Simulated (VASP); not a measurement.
**From VASP inputs to Ansatz: RbBr (zincblende)**

INCAR, step 1 (PBE orbitals to start from)

```
LCHARG = .FALSE.
LASPH = .TRUE.
LREAL = .FALSE.
LWAVE = .TRUE.
GGA = PE
EDIFF = 1E-5
PREC = Accurate
SIGMA = 0.01
ENCUT = 520
ISMEAR = 0
NBANDS = 15
NELM = 120
```

INCAR, step 2

```
NELM = 120
LASPH = .TRUE.
SIGMA = 0.01
LHFCALC = .TRUE.
AEXX = 0.25
NBANDS = 15
NSW = 0
PRECFOCK = Fast
IBRION = -1
LCHARG = .FALSE.
ISIF = 2
ALGO = Normal
LREAL = .FALSE.
ENCUT = 520
LWAVE = .FALSE.
ISTART = 1
HFSCREEN = 0.2079
GGA = PE
EDIFF = 1E-7
ISMEAR = 0
PREC = Accurate
```

KPOINTS

```
KPOINTS created by Atomic Simulation Environment
0
Gamma
4 4 4
0 0 0
```

KPOINTS_OPT

```
special points
6
Reciprocal
0.0000000000 0.0000000000 0.0000000000 1
0.5000000000 0.0000000000 0.5000000000 1
0.5000000000 0.2500000000 0.7500000000 1
0.3750000000 0.3750000000 0.7500000000 1
0.5000000000 0.5000000000 0.5000000000 1
0.6250000000 0.2500000000 0.6250000000 1
```

POSCAR

```
Rb Br
 1.0000000000000000
     0.0000000000000000    3.8694967141275005    3.8694967141275005
     3.8694967141275005    0.0000000000000000    3.8694967141275005
     3.8694967141275005    3.8694967141275005    0.0000000000000000
 Rb  Br
   1   1
Cartesian
 -0.0000000000000000  0.0000000000000000  0.0000000000000000
  1.9347483570637503  1.9347483570637503  1.9347483570637503
```

VASP ran with the recommended PBE PAW datasets (16 valence electrons in the cell).

Q: Translate these files to an Ansatz input.

A: 

```yaml
crystal:
  lattice:
    - [0.0, 3.8694967141, 3.8694967141]
    - [3.8694967141, 0.0, 3.8694967141]
    - [3.8694967141, 3.8694967141, 0.0]
  atoms:
    - { symbol: Rb, position: [0.0, 0.0, 0.0] }
    - { symbol: Br, position: [0.25, 0.25, 0.25] }
kpoints:
  mp_grid: { grid: [4, 4, 4] }
  band_path:
    path:
      - [0.0, 0.0, 0.0]
      - [0.5, 0.0, 0.5]
      - [0.5, 0.25, 0.75]
      - [0.375, 0.375, 0.75]
      - [0.5, 0.5, 0.5]
      - [0.625, 0.25, 0.625]
    npoints: 1
hamiltonian:
  xc: hse06
scf:
  occupations: { method: fixed }
  n_extra_bands: 4
output:
  forces: true
  stress: true
  eigenvalues: true
```

Other inputs would serve too.

```csv
,VASP,Ansatz
gap between bands v and c,5.17 eV,5.17 eV
least direct gap,5.26 eV,5.26 eV
pressure,0.1 GPa,0.1 GPa
```

Datasets and cutoffs are each program's own. VASP's cell holds 16 valence electrons and Ansatz's 16. Ansatz's stress includes a Pulay correction; VASP's doesn't.
